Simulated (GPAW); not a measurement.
TiO2 (Anatase):

```
Ti O
1.0
    -1.89210    1.89210    4.75730
     1.89210   -1.89210    4.75730
     1.89210    1.89210   -4.75730
Ti O
2 4
Direct
  0.75000 0.25000 0.50000
  0.00000 0.00000 0.00000
  0.79190 0.79190 0.00000
  0.54190 0.04190 0.50000
  0.95810 0.45810 0.50000
  0.20810 0.20810 0.00000
```

Base run:

| Property | Result |
| --- | --- |
| Program | GPAW 26.7.0 |
| Functional | LDA |
| Potentials or basis | the program's PAW data sets (release 1.2.1) made for this functional |
| Cutoff | 800 eV |
| Basis | pw |
| k mesh | 7 × 7 × 7 |
| Occupations | fermi-dirac, width 0.05 eV |
| Spin | no spin polarisation |

Its results: band gap on the k mesh 2.02 eV, indirect (least direct gap 2.37 eV); pressure -5.6 GPa; largest force 0.088 eV/Å.

After a change of settings the same cell gave: band gap on the k mesh 2.02 eV, indirect (least direct gap 2.37 eV); pressure -8.5 GPa; largest force 0.087 eV/Å. Which change was it?
A. functional from LDA to r2SCAN; potentials or basis from the program's PAW data sets (release 1.2.1) made for this functional to GPAW PAW data sets (gpaw-data 1.2.1)
B. functional from LDA to PBEsol; potentials or basis from the program's PAW data sets (release 1.2.1) made for this functional to PAW data sets generated in the run's folder for this functional
C. cutoff from 800 eV to 650 eV

C.

Caveats: the cutoff is short for stress and forces, so pressures can be off by a GPa or more (some runs); an odd mesh through Γ misses points on the zone boundary, where band edges often lie (some runs).

Not every run made on this cell is shown here.
